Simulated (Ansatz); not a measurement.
Run this with Ansatz's Python interface and show what comes out.

`drho_snse.py`:
```python
"""Density of SnSe less that of its sublattices."""

import warnings

import ansatz
import numpy as np

FILLING = "fermi_dirac"
WIDTH_EV = 0.1
FUNCTIONAL = "PBEsol"
CUTOFF = 460
KGRID = (5, 5, 5)

vectors0 = np.array([
    [0.0, 3.01, 3.01],
    [3.01, 0.0, 3.01],
    [3.01, 3.01, 0.0],
])
sites = [
    ("Sn", (0.0, 0.0, 0.0)),
    ("Se", (0.5, 0.5, 0.5)),
]


def crystal_on(cell):
    crystal = ansatz.Crystal(lattice=ansatz.Lattice.of(cell))
    for symbol, position in sites:
        crystal = crystal.atom(symbol, position)
    return crystal

warnings.simplefilter("ignore", ansatz.DeckWarning)

# same cell, cutoff and mesh for the crystal and its parts
def solve(crystal):
    return (
        crystal.calculation()
        .occupations(FILLING, width=WIDTH_EV)
        .functional(FUNCTIONAL)
        .basis(CUTOFF, grid_basis="typed")
        .kpoints(*KGRID)
        .density()
        .run(threads=1)
    )


whole = solve(crystal_on(vectors0))
difference = whole.density().channels[0].density_e_per_ang3.copy()
binding = whole.report["free_energy_ev"]
for element in ["Sn", "Se"]:
    part = ansatz.Crystal(lattice=ansatz.Lattice.of(vectors0))
    for symbol, position in sites:
        if symbol == element:
            part = part.atom(symbol, position)
    alone = solve(part)
    difference -= alone.density().channels[0].density_e_per_ang3
    binding -= alone.report["free_energy_ev"]
    print(f"{element} sublattice: {alone.report['n_electrons']:g} electrons, {alone.report['n_iterations']} iterations")

voxel = abs(np.linalg.det(vectors0)) / difference.size
print(f"energy of the crystal less its unpolarised sublattices: {binding / len(sites):.4f} eV/atom")
print(f"net charge of the difference {difference.sum() * voxel:.5f} e, charge moved {0.5 * np.abs(difference).sum() * voxel:.3f} e")
print(f"extremes {difference.min():.4f} and {difference.max():.4f} e/A^3")
for (symbol, position) in sites:
    index = tuple(int(round(p * n)) % n for p, n in zip(position, difference.shape))
    print(f"  change of the pseudo-density at the grid point nearest {symbol}: {difference[index]:+.4f} e/A^3")
```

Running `python drho_snse.py` prints:
```text
Sn sublattice: 14 electrons, 7 iterations
Se sublattice: 16 electrons, 6 iterations
energy of the crystal less its unpolarised sublattices: -2.4197 eV/atom
net charge of the difference -0.00000 e, charge moved 0.355 e
extremes -0.0546 and 0.0499 e/A^3
  change of the pseudo-density at the grid point nearest Sn: -0.0116 e/A^3
  change of the pseudo-density at the grid point nearest Se: -0.0546 e/A^3
```

Densities and potentials on the grid are those of the valence electrons, and inside the cores they hang on the potentials used. The structure is a deposited one; some such entries were measured under pressure or heat, so a shift against it needn't be the functional's error alone. Charge moved counts every rearrangement, bonding and polarisation too, and is no transfer between atoms; the bare sublattices are artificial references. Values near the nuclei depend on the potentials. Run time: 2.5 s on 1 thread of Arm Neoverse V1 (shared host), peak memory 0.36 GiB.

(Lines on the test bed's own set-up are left out of the output.)
